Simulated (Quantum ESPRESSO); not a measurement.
## Ru: Wannier functions under several settings

```xyz
2
Lattice="2.7058 0.0000 0.0000 -1.3529 2.3433 0.0000 0.0000 0.0000 4.2819" Properties=species:S:1:pos:R:3 pbc="T T T"
Ru    1.3529    0.7811    3.2114
Ru    0.0000    1.5622    1.0705
```

All runs used Quantum ESPRESSO 7.5; potentials PseudoDojo 0.4.1 SR LDA standard; k mesh 9 × 9 × 5; given cell; no spin polarisation; cutoff 1197 eV; occupations fermi-dirac, width 0.05 eV.

```tsv
level	start	Wannier mesh	spread a function (Å²)	RMS miss of the bands (meV)
LDA	atomic projections with disentanglement	7 × 7 × 4	0.88	10
LDA	atomic projections with disentanglement, not minimised	7 × 7 × 4	2.48	20
LDA	SCDM with an erfc weight	7 × 7 × 4	?	?
```

Task: What stands in the row left open?

Result: Spread a function 2.31 Å²; RMS miss of the bands 69 meV.

Caveats: the Wannier minimisation didn't converge (some runs).
